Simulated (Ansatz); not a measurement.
I need a projected density of states of MgO, space group P6_3/mmc. Use Ansatz's Python interface. Settings: r2SCAN, PAW, the default cutoff (500 eV here), 5×5×4 k-points, fixed occupations.

`mgo.vasp`
```text
MgO
1.0
   3.48637786    0.00000000    0.00000000
  -1.74318893    3.01929180    0.00000000
   0.00000000    0.00000000    4.17804122
Mg O
2 2
Direct
   0.66666667    0.33333333    0.75000000
   0.33333333    0.66666667    0.25000000
   0.66666667    0.33333333    0.25000000
   0.33333333    0.66666667    0.75000000
```

`run_pdos.py`:
```python
import sys

import ansatz
from ase.io import read
import numpy as np

params = {
    "occupations": "fixed",
    "kgrid": (5, 5, 4),
    "functional": "r2scan",
    "tolerance": 1e-07,
    "extra_bands": 14,
}

atoms = read("mgo.vasp", format="vasp")
structure = ansatz.Crystal.from_ase(atoms)

calculation = (
    structure.calculation()
    .occupations(params["occupations"])
    .kpoints(*params["kgrid"], center="gamma")
    .functional(params["functional"])
    .scf(tolerance=params["tolerance"])
    .scf(extra_bands=params["extra_bands"])
    .density_of_states(projected=True, energy_step=0.1)
)
try:
    result = calculation.run()
except ansatz.NonConvergedError as error:
    sys.exit(f"no convergence: {error}")
except ansatz.RefusalError as error:
    sys.exit(f"input refused: {error}")
data = result.report

dos = result.density_of_states()
energy = np.asarray(dos.energies_ev) - dos.fermi_ev
curves = {}
for site in result.projected_density_of_states().sites:
    for shell in site.shells:
        weight = sum(np.sum(curve.g_bin_mean_per_ev, axis=0) for curve in shell.curves)
        name = f"{site.species} {shell.label}"
        curves[name] = curves.get(name, 0) + weight

step = energy[1] - energy[0]
windows = [(-10, -5), (-5, 0), (0, 6)]
print("states by shell in windows of E - E_F (eV):", windows)
for name, g in curves.items():
    print(f"{name:8s}", " ".join(f"{step * g[(energy >= a) & (energy < b)].sum():8.3f}" for a, b in windows))
filled = (energy < 0) & (energy > -10)
for name, g in curves.items():
    if g[filled].sum() * step > 0.5:
        print(f"centre of {name}: {np.average(energy[filled], weights=g[filled]):.2f} eV")
```

```console
$ python run_pdos.py
DeckWarning: basis.ecutwfc = 500 eV, auto-derived from the records' recommended cutoffs: set by Mg (their level for a meta-GGA)
states by shell in windows of E - E_F (eV): [(-10, -5), (-5, 0), (0, 6)]
Mg 2S       0.000    0.003    0.000
Mg 3S       0.000    0.516    0.102
Mg 2P       0.000    0.002    0.000
O 2S        0.000    0.076    0.038
O 2P        0.000   11.139    0.022
centre of Mg 3S: -3.07 eV
centre of O 2P: -1.89 eV
```
(Warnings from the package without file and line.)

Caveats:
- Along an axis with an odd division the mesh misses the point at one half; a gap read on a finite mesh is an upper bound on this functional's gap.
- Semilocal gaps usually lie well under measured ones.
- With fixed filling the reported Fermi level is the top filled level among the k-points of the SCF.
- The crystal has a gap of about 4.10 eV on the mesh; bins of finite width blur the band edges.
- The structure comes from a database of computed cells and needn't be a stable or known phase.
- Curves are summed over the cell's atoms. Only shells that the potentials hold have channels, so projections don't add up to the total, least of all where a shell is missing (p of most metals); heights and places of peaks move with the mesh.
- The density of states is complete only as far up as bands were computed.
- A band centre counts only the states inside the window taken.
- It ran for 3.9 s on 1 thread of Arm Neoverse V1, with other jobs on the host, peak memory 0.46 GiB.
